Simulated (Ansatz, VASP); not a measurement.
## Fe in VASP and in Ansatz

```
Fe
1.0
     2.31119    0.00000    0.00000
     0.00000    2.31119    0.00000
     0.00000    0.00000   23.80000
Fe
1
Cartesian
  0.0000 0.0000 7.0001
```

The cell was built by a generator and needn't be a form met in nature.

Alike in both runs: task single point; functional PBE; k mesh 11 × 11 × 1; occupations fermi-dirac, width 0.05 eV; collinear spin.

|  | VASP | Ansatz |
| --- | --- | --- |
| version | VASP 6.6.1 | Ansatz 0.2.0 |
| potentials or method | VASP PAW PBE potentials, release 64 (Fe), cutoff 520 eV | all-electron LAPW, scalar-relativistic |

Ansatz gave:

* gap on the k mesh at the Fermi level (eV): none
* net moment per atom (μB): 2.74
* size of the moment on the site where the two differ most (μB): 2.68

Estimate VASP's values.

gap on the k mesh at the Fermi level (eV): none; net moment per atom (μB): 2.73; size of the moment on the site where the two differ most (μB): 2.67.

Site moments also hang on the region over which each program counts them. A gap of «none» marks a metal or a gap that the smearing closes. Ansatz ran all-electron here, so the differences hold the error of VASP's frozen core and of both bases.
